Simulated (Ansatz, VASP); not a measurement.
# BN: VASP beside Ansatz

One calculation is typed for both programs; each brings its own data sets and cutoff. How far apart do they land?

Program: Ansatz 0.2.0. Level of theory: plane waves, with VASP 6.6.1 beside it; relaxation of cell and atoms at LDA. Results are calculated unless marked as measured.

### 1. Starting point

The structure is cubic, space group F-43m (No. 216). The conventional cell has a = 3.583 Å, b = 3.583 Å, c = 3.583 Å, α = 90.00°, β = 90.00°, γ = 90.00°. Nearest to B lie 4 N at 1.55 Å. N has 4 B at 1.55 Å nearest. Farther neighbours and most contacts between anions are not listed.

### 2. VASP: relaxation of cell and atoms, LDA

The relaxed volume is the usual yardstick between codes: its relative difference is about their pressure difference at one cell divided by the bulk modulus.

Lines of VASP's logs that name or quote its potential files are left out, and so is its time.

Contents of INCAR:

```
SYSTEM = BN
PREC = Accurate
ENCUT = 520
EDIFF = 1E-07
NELM = 120
ISMEAR = 0
SIGMA = 0.02
LREAL = .FALSE.
ALGO = Normal
GGA = CA
NBANDS = 10
LASPH = .TRUE.
LORBIT = 11
LWAVE = .FALSE.
LCHARG = .FALSE.
KPAR = 4
IBRION = 2
NSW = 60
ISIF = 3
EDIFFG = -0.01
POTIM = 0.4
```

Contents of POSCAR:

```
BN
1.0
    0.0000000000      1.7917482510      1.7917482510
    1.7917482510      0.0000000000      1.7917482510
    1.7917482510      1.7917482510      0.0000000000
B N
1 1
Direct
    0.0000000000      0.0000000000      0.0000000000
    0.2500000000      0.2500000000      0.2500000000
```

Contents of KPOINTS:

```
Automatic mesh
0
Gamma
11 11 11
0 0 0
```

Potentials, in the order of the species: B and N (LDA family, release 64).

The run is started by

```console
$ mpirun -np 4 vasp_std
```

Numbers of over 12 decimals in the logs are rounded to 6 here.

What it wrote:

```text
[banner, memory and clock lines left out]
running    4 mpi-ranks, on    1 nodes
 distrk:  each k-point on    1 cores,    4 groups
 distr:  one band on    1 cores,    1 groups

 POSCAR found type information on POSCAR B N
 POSCAR found :  2 types and       2 ions
 LDA part: xc-table for (Slater(with rela. corr.)+CA(PZ))
 , standard interpolation
 POSCAR, INCAR and KPOINTS ok, starting setup
 FFT: planning ... GRIDC
 FFT: planning ... GRID_SOFT
 FFT: planning ... GRID
 WAVECAR not read
 entering main loop
       N       E                     dE             d eps       ncg     rms          rms(c)
DAV:   1     0.664245065129E+01    0.66425E+01   -0.51914E+03  1160   0.796E+02
DAV:   2    -0.201826741020E+02   -0.26825E+02   -0.26135E+02  1340   0.154E+02
DAV:   3    -0.205930967234E+02   -0.41042E+00   -0.40983E+00  1298   0.167E+01
DAV:   4    -0.205935465903E+02   -0.44987E-03   -0.44985E-03  1224   0.670E-01
DAV:   5    -0.205935470272E+02   -0.43695E-06   -0.43695E-06  1284   0.204E-02    0.665E+00
DAV:   6    -0.195646698780E+02    0.10289E+01   -0.33322E+00  1146   0.113E+01    0.317E+00
DAV:   7    -0.194465184054E+02    0.11815E+00   -0.96149E-02  1244   0.264E+00    0.180E+00
DAV:   8    -0.194141004090E+02    0.32418E-01   -0.50340E-02  1250   0.161E+00    0.187E-01
DAV:   9    -0.194139455722E+02    0.15484E-03   -0.86080E-04  1218   0.276E-01    0.825E-02
DAV:  10    -0.194139300511E+02    0.15521E-04   -0.43290E-05  1276   0.668E-02    0.139E-02
DAV:  11    -0.194139305255E+02   -0.47437E-06   -0.16683E-06  1252   0.932E-03    0.608E-03
DAV:  12    -0.194139304603E+02    0.65131E-07   -0.47846E-07  1194   0.430E-03
   1 F= -.19413930E+02 E0= -.19413930E+02  d E =-.194139E+02
 curvature:   0.00 expect dE= 0.000E+00 dE for cont linesearch  0.000E+00
 trial: gam= 0.00000 g(F)=  0.251E-46 g(S)=  0.261E-07 ort = 0.000E+00 (trialstep = 0.100E+01)
 search vector abs. value=  0.262E-07
 reached required accuracy - stopping structural energy minimisation
```

From OUTCAR (step 2):

```text
ion  position               nearest neighbor table
   1  0.000  0.000  0.000-   2 1.55   2 1.55   2 1.55   2 1.55
   2  0.250  0.250  0.250-   1 1.55   1 1.55   1 1.55   1 1.55

  LATTYP: Found a face centered cubic cell.
 ALAT       =     3.5834965020

 Subroutine GETGRP returns: Found 24 space group operations
 (whereof 24 operations were pure point group operations)

The static configuration has the point symmetry T_d .

 Found     56 irreducible k-points:

   k-points           NKPTS =     56   k-points in BZ     NKDIM =     56   number of bands    NBANDS=     10

   dimension x,y,z NGX =    20 NGY =   20 NGZ =   20
   dimension x,y,z NGXF=    40 NGYF=   40 NGZF=   40

   ENCUT  =  520.0 eV  38.22 Ry    6.18 a.u.   4.71  4.71  4.71*2*pi/ulx,y,z

   NELECT =       8.0000    total number of electrons

 k-points in reciprocal lattice and weights: Automatic mesh
   0.00000000  0.00000000  0.00000000       0.001
   0.09090909  0.00000000  0.00000000       0.006
   0.18181818  0.00000000  0.00000000       0.006
   0.27272727  0.00000000  0.00000000       0.006
   0.36363636  0.00000000  0.00000000       0.006
   0.45454545  0.00000000  0.00000000       0.006
   0.09090909  0.09090909  0.00000000       0.005
   0.18181818  0.09090909  0.00000000       0.018
   0.27272727  0.09090909  0.00000000       0.018
[...]
-0.36363636  0.45454545  0.18181818       0.018
  -0.27272727  0.45454545  0.18181818       0.018

 average (electrostatic) potential at core
       1 -29.2068       2 -59.8016

 E-fermi :   7.8814

 k-point     1 :       0.0000    0.0000    0.0000
  band No.  band energies     occupation
      1     -12.6489      2.00000
      2       7.7213      2.00000
      3       7.7213      2.00000
      4       7.7213      2.00000
      5      16.5279      0.00000
      6      16.5279      0.00000
      7      16.5279      0.00000
      8      18.5905      0.00000
      9      32.7095      0.00000
    ...

 k-point     2 :       0.0909    0.0000    0.0000
  band No.  band energies     occupation
      1     -12.4429      2.00000
      2       6.6406      2.00000
      3       7.5004      2.00000
      4       7.5004      2.00000
      5      16.8331      0.00000
      6      16.8603      0.00000
      7      16.8603      0.00000
      8      19.1967      0.00000
      9      32.3361      0.00000
    ...

 k-point     3 :       0.1818    0.0000    0.0000
  band No.  band energies     occupation
      1     -11.8334      2.00000
      2       4.2272      2.00000
      3       6.9835      2.00000
      4       6.9835      2.00000
      5      17.2991      0.00000
      6      17.5908      0.00000
      7      17.5908      0.00000
      8      20.5687      0.00000
      9      31.5838      0.00000
    ...

  Total       -0.0006720     -0.0006720     -0.0006720      0.0000000     -0.0000000     -0.0000000
  in kB       -0.0935828     -0.0935828     -0.0935828      0.0000000     -0.0000000     -0.0000000
  external PRESSURE =      -0.0935828 kB  Pullay stress =       0.0000000 kB

  energy-cutoff  :      520.00
  volume of cell :       11.50
      direct lattice vectors                 reciprocal lattice vectors
     0.000000000  1.791748251  1.791748251    -0.279057060  0.279057060  0.279057060
     1.791748251  0.000000000  1.791748251     0.279057060 -0.279057060  0.279057060
     1.791748251  1.791748251  0.000000000     0.279057060  0.279057060 -0.279057060

 POSITION                                       TOTAL-FORCE (eV/Angst)
 -----------------------------------------------------------------------------------
      0.00000      0.00000      0.00000         0.000000      0.000000      0.000000
      0.89587      0.89587      0.89587        -0.000000     -0.000000     -0.000000
 -----------------------------------------------------------------------------------
    total drift:                               -0.000000     -0.000000     -0.000000

  FREE ENERGIE OF THE ION-ELECTRON SYSTEM (eV)
  ---------------------------------------------------
  free  energy   TOTEN  =       -19.4139304603 eV

  energy  without entropy=      -19.4139304603  energy(sigma->0) =      -19.41393046

 reached required accuracy - stopping structural energy minimisation

 total charge
# of ion       s       p       d       tot
------------------------------------------
    1        0.682   1.409   0.000   2.091
    2        1.202   2.761   0.000   3.963
--------------------------------------------------
tot          1.884   4.170   0.000   6.055

[... 3 further parts left out ...]
```

CONTCAR:

```
BN
   1.00000000000000
     0.0000000000000000    1.7917482510000000    1.7917482510000000
     1.7917482510000000    0.0000000000000000    1.7917482510000000
     1.7917482510000000    1.7917482510000000    0.0000000000000000
  B               N
     1     1
Direct
     0.0000000000000000    0.0000000000000000    0.0000000000000000
     0.2500000000000000    0.2500000000000000    0.2500000000000000
```

### 3. Ansatz: relaxation of cell and atoms, LDA

Ansatz runs on its default PAW (the set named soft_2) files.

The same cell, functional (in two slightly different forms), mesh and smearing now go to Ansatz, which takes its cutoff from its data sets.

Contents of input.yaml:

```yaml
crystal:
  lattice:
    - [0.0, 1.791748251, 1.791748251]
    - [1.791748251, 0.0, 1.791748251]
    - [1.791748251, 1.791748251, 0.0]
  atoms:
    - { symbol: B, position: [0.0, 0.0, 0.0] }
    - { symbol: "N", position: [0.25, 0.25, 0.25] }
hamiltonian:
  xc: lda
  pseudopotentials: { kind: paw }
kpoints:
  mp_grid: { grid: [11, 11, 11] }
scf:
  occupations: { method: gaussian, width: 0.02 }
relax:
  f_tol: 0.01
  max_steps: 60
  cell: { stress_tol: 0.05 }
output:
  forces: true
  stress: true
```

The run is started by

```console
$ ansatz run input.yaml --threads 4 --pin off --max-ram 9216MiB --backend cpu --events-out ev --progress --plain --runs-dir out
```

What it wrote:

```text
Engine: ansatz 0.2.0, aarch64-unknown-linux-gnu
Pseudopotentials: kind: paw
Pseudopotential: B, paw, valence charge 3, recommended cutoff 420 eV (normal), B.paw.azcp
Pseudopotential: N, paw, valence charge 5, recommended cutoff 420 eV (normal), N.paw.azcp
Functional definition: SPW92
  exchange = slater_x
  correlation = pw_c
Crystal: 2 atoms, lattice volume = 11.504 Å³
Basis set: ecut = 420 eV, 229 PW (Γ)
Bands: 8, of which v1, the nominal top of the filled ones, is band 4 counted from 1 (3 counted from 0)
Symmetry: 24 space group operations
Space group: F-43m (ITA 216), of the structure as read, at distance tolerance 2.3e-5 Å
k-points: 56 of 1331 (time reversal used)
Non-local potential: B, projectors of the file, l = 0: 2, l = 1: 2, l = 2: 1
Non-local potential: N, projectors of the file, l = 0: 2, l = 1: 2, l = 2: 1
PAW form: soft (Blöchl's): semilocal exchange-correlation on the pseudo side does not see the compensation charge
PAW frozen core: B, regenerated for the run's functional, and the local potential with it (the file was generated under x = pbe(κ = 0.804, μ = 0.219515), c = pbe(β = 0.066725))
PAW frozen core: N, regenerated for the run's functional, and the local potential with it (the file was generated under x = pbe(κ = 0.804, μ = 0.219515), c = pbe(β = 0.066725))
PAW one-centre angular grid: B, 110 points (default); XC on 64 Gauss nodes
PAW one-centre angular grid: N, 110 points (default); XC on 64 Gauss nodes
Initial density: superposition of atomic densities (neutral atoms: chi_scale 0, normalization atom), corrected by the library's trained network
Initial wavefunctions: pseudopotential atomic-orbital guess
Functional: x = slater, c = lda
SCF iter   1: F=—  HF=-526.470118 eV  |F-HF|=—  |Δ(HF+E_count)|=         —  Δρ=7.87e-3  dr2=5.23e-3  ethr=1.77e-3  ⟨swp⟩=4.8  Hψ=2886  notcnv=0
preconditioner: auto → none  [insulator: Δε(μ)=4.434 eV  Ē_g=20.193 eV  σ=0.020 eV  W_gap=1.00  n_scr=0 (ndim 8)  ℏωp=31.0 eV  f_vac=0.000  D(μ)=0.00/eV (n_scr^D=0)  ε∞_Penn≈3.4]
SCF iter   2: F=—  HF=-526.468656 eV  |F-HF|=—  |Δ(HF+E_count)|=   1.46e-3  Δρ=3.28e-3  dr2=4.54e-4  ethr=6.53e-5  ⟨swp⟩=2.2  Hψ=1148  notcnv=0
SCF iter   3: F=—  HF=-526.468515 eV  |F-HF|=—  |Δ(HF+E_count)|=   1.41e-4  Δρ=1.39e-3  dr2=7.17e-5  ethr=5.68e-6  ⟨swp⟩=2.8  Hψ=750  notcnv=0
SCF iter   4: F=—  HF=-526.468494 eV  |F-HF|=—  |Δ(HF+E_count)|=   2.05e-5  Δρ=2.95e-4  dr2=3.22e-6  ethr=8.96e-7  ⟨swp⟩=1.0  Hψ=448  notcnv=0
iter 5 did not close the SCF: its close was put off for the readings that it lacked (scf_convergence_deferred on its scf_iter line)
SCF iter   5: F=-526.468493 eV  HF=-526.468493 eV  |F-HF|=8.05e-9  |Δ(HF+E_count)|=   8.42e-7  Δρ=2.77e-5  dr2=3.25e-8  ethr=4.02e-8  ⟨swp⟩=1.1  Hψ=472  notcnv=0
SCF iter   6: F=-526.468493 eV  HF=-526.468493 eV  |F-HF|=1.32e-11  |Δ(HF+E_count)|=   3.40e-9  Δρ=1.62e-6  dr2=6.54e-11  ethr=4.06e-10  ⟨swp⟩=1.9  Hψ=1444  notcnv=0
SCF 1 converged in 6 iterations: F = -526.468493 eV  dr2 = 6.54e-11
  greatest PAW one-centre occupation: 0.782 electrons in one spin orbital (limit 2), on the N atom at site 1 (counted from 0), in its partial waves of l = 0
relax step   1: F+E_penalty+E_count = -526.46849323 eV  Δ(F+E_penalty+E_count) = +0.000e0 eV  max|allowed force component| = 3.284e-16 eV/Å  Δτ_max = 0.0000 Å  P = -0.997 GPa  Ω = 11.504 Å³  (6 SCF iters, dr2 threshold 1.00e-7 eV, accepted)
[...]
relax step   2: F+E_penalty+E_count = -526.46870189 eV  Δ(F+E_penalty+E_count) = -2.087e-4 eV  max|allowed force component| = 9.714e-17 eV/Å  Δτ_max = 0.0000 Å  P = -0.420 GPa  Ω = 11.488 Å³  energy of the carried Pulay correction = +1.371e-4 eV  (3 SCF iters, dr2 threshold 2.00e-7 eV, accepted)
[...]
relax step   3: F+E_penalty+E_count = -526.46881616 eV  Δ(F+E_penalty+E_count) = -1.143e-4 eV  max|allowed force component| = 7.864e-17 eV/Å  Δτ_max = 0.0000 Å  P = +0.007 GPa  Ω = 11.476 Å³  energy of the carried Pulay correction = +2.366e-4 eV  (3 SCF iters, dr2 threshold 2.00e-7 eV, accepted)
[...]
relax step   4: F+E_penalty+E_count = -526.46876980 eV  Δ(F+E_penalty+E_count) = +4.636e-5 eV  max|allowed force component| = 6.014e-17 eV/Å  Δτ_max = 0.0000 Å  P = -0.017 GPa  Ω = 11.476 Å³  stress off target by 1.69e-2 GPa  SCF on the basis re-selected at this cell (its energy is not comparable with the rows above)  (5 SCF iters)
basis re-selected at this cell: Δ(F+E_penalty+E_count) = +4.636e-5 eV, ΔP = -0.024 GPa vs the last step (what re-selecting the basis moved, of the pressure what is left beyond the Pulay correction that the steps carried, after the strain that the cell walked since its last selection, with what the two solves' SCF thresholds leave and, on support functions, any second-order correction that the steps lacked; it is no m [...]
SCF converged after 5 iterations
Free energy (F): -526.468770 eV
Harris-Foulkes:  -526.468770 eV  (|F-HF|=2.27e-13)
Internal energy: -526.468770 eV  (E = F + TS)
E sigma→0 (E₀):  -526.468770 eV
Fermi energy:    13.641826 eV
--- Per-component energies (eV) ---
  E_band       = 27.367407
  E_kinetic    = 186.867751
  E_local      = -173.759971  (includes V_loc(G=0)·N_el)
  E_nonlocal   = 58.777711
  E_hartree    = 47.869760
  E_xc         = -92.987146
  E_vxc        = -116.098246  (∫ρ·V_xc dr)
  E_paw        = -191.533568  (= ΣΔE_a)
  E_vpaw       = -24.159456  (= ΣTr[D̂ρ^β])
  E_aug_tail   = 0.000098  (compensation charges beyond the density's cutoff)
  E_ewald      = -361.829283
  E_core_change = 0.125878  (= ΣΔE_core)
  E_smearing   = -0.000000  (= −TS)
  E_closure    = 0.000000  (closes the sum)
  Σ components = -526.468770   (vs F -526.468770, Δ=0.00e0)
--- Forces (eV/Å), atoms counted from 1 ---
  atom   1  B     -0.00000000    -0.00000000    -0.00000000
  atom   2  N     -0.00000000    -0.00000000    -0.00000000
  max |Σ_I F_I| component: 1.39e-16 eV/Å
--- Stress (GPa, compression-positive) ---
       -0.016906      -0.000000      -0.000000
        0.000000      -0.016906       0.000000
       -0.000000       0.000000      -0.016906
  P = ⅓ Tr σ = -0.0169 GPa (-0.169 kbar)
--- Relaxed structure (3 steps of the walk, 3 accepted, 1 SCFs on fresh bases) ---
  F+E_penalty+E_count = -526.46876980 eV   max|allowed force component| = 6.014e-17 eV/Å   (the final SCF, on the basis selected at the relaxed cell)
  cell:  # Å, volume = 11.4763 Å³
    - [0, 1.790293, 1.790293]
    - [1.790293, 0, 1.790293]
    - [1.790293, 1.790293, 0]
  atoms:
    - { symbol: B, position: [0, 0, 0] }
    - { symbol: N, position: [0.250000, 0.250000, 0.250000] }
```

Run time: 0.73 s. Hardware: 4 threads of Arm Neoverse V2, shared host; peak memory 0.26 GiB.

### 4. Comparison

Known differences besides the potentials themselves: the two LDA forms differ slightly; both relaxations stop at a tolerance, which leaves soft axes loose, and VASP keeps its plane-wave basis; the cutoff is 420 eV in Ansatz and 520 eV in VASP; VASP's log shows a relativistic correction to its local exchange, Ansatz's none; Ansatz adds a Pulay correction to the stress that steers its cell, VASP none. Total energies have different zeros and are not compared.

The two programs side by side:

```
                                         quantity  Ansatz   VASP  difference
                                      volume (Å³)   11.48  11.50     -0.24 %
edge a after relaxation, in the typed setting (Å)   2.532  2.534     -0.08 %
```

The walks stopped with -0.02 GPa left in Ansatz and -0.01 GPa in VASP; each walk ends within a tolerance, so the volume difference is uncertain by about these residues over the bulk modulus, most in soft cells.

### 5. What came out

```json
{
  "difference in volume (relaxation of cell and atoms, LDA)": "-0.24 %"
}
```

In words: The difference in volume is -0.24 % (relaxation of cell and atoms, LDA), within the 1.2 % picked in this series as the mark of a large difference, as far as the stopping tolerances let one tell. Such differences can come from data sets, numerical settings and the points named under the comparisons, not from the functional's error against experiment.

[Lines on the potential files, build, host, timing and source positions are cut from VASP's logs without a mark.]

[Logs are printed without paths, hosts, clocks, repeated set-up lines and the standing remarks that a program may print on its own settings, such as how far it seeks lower states.]

[Hosts, paths, dates, database ids (printed as entryN), source tags and the programs' standing remarks are cut or masked in the printed files.]
